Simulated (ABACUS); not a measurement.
**PtS2 under changes of volume**

One of the cells (18.261 Å³/atom); the others are scaled copies at fixed shape and fractional positions:

```
CELL_PARAMETERS angstrom
3.54320 0.00000 0.00000
-1.77160 3.06850 0.00000
0.00000 0.00000 5.03880
ATOMIC_POSITIONS crystal
Pt 0.00000 0.00000 0.00000
S 0.66667 0.33333 0.77300
S 0.33333 0.66667 0.22700
```

| Property | Result |
| --- | --- |
| Program | ABACUS 3.10.1 |
| Functional | PBE |
| Potentials or basis | PseudoDojo NC SR 0.4.1 PBE standard |
| Cutoff | 1143 eV |
| Density cutoff | 4572 eV |
| Basis | plane waves |
| k mesh | 9 × 9 × 5 |
| Occupations | fermi-dirac, width 0.05 eV |
| Spin | no spin polarisation |

```tsv
volume (Å³/atom)	energy over the lowest point (meV/atom)	pressure (GPa)	gap on the mesh (eV)	largest force (eV/Å)
17.165	163.84	23.9	1.08	2.301
17.531	114.75	19.3	1.06	1.918
17.896	75.63	15.1	1.03	1.566
18.261	45.47	11.4	1.01	1.241
18.626	?	?	?	?
18.992	8.44	5.0	0.97	0.665
19.357	0.00	2.4	0.95	0.416
```

Q: What does the run at 18.626 Å³/atom give?

A: Energy over the lowest point 23.35 meV/atom; pressure 8.0 GPa; gap on the mesh 0.99 eV; largest force 0.941 eV/Å.

Worked out: A Birch-Murnaghan fit of order 3 (a polynomial in V^(-2/3)) to the other rows has its minimum at 19.71 Å³/atom, just outside them, with B0 = V·E''(V) = 125 GPa and B' = 4.6 at fixed shape and positions, which overstates the stiffness. It gives 23.36 meV/atom at 18.626 Å³/atom, against the run's 23.35, and -dE/dV = 8.1 GPa, against 8.0. A straight line through the other rows of the gap, of slope -1.09 eV per unit of ln V, gives 0.99 eV, against the run's 0.99.

Energies are extrapolated to zero smearing.

Caveats: spin-orbit coupling is left out, which moves the levels of the heavy elements; an odd mesh through Γ misses points on the zone boundary, where band edges often lie; forces of over 1 eV/Å show positions far from the minimum, so gaps and moduli don't describe the material at rest (some runs).
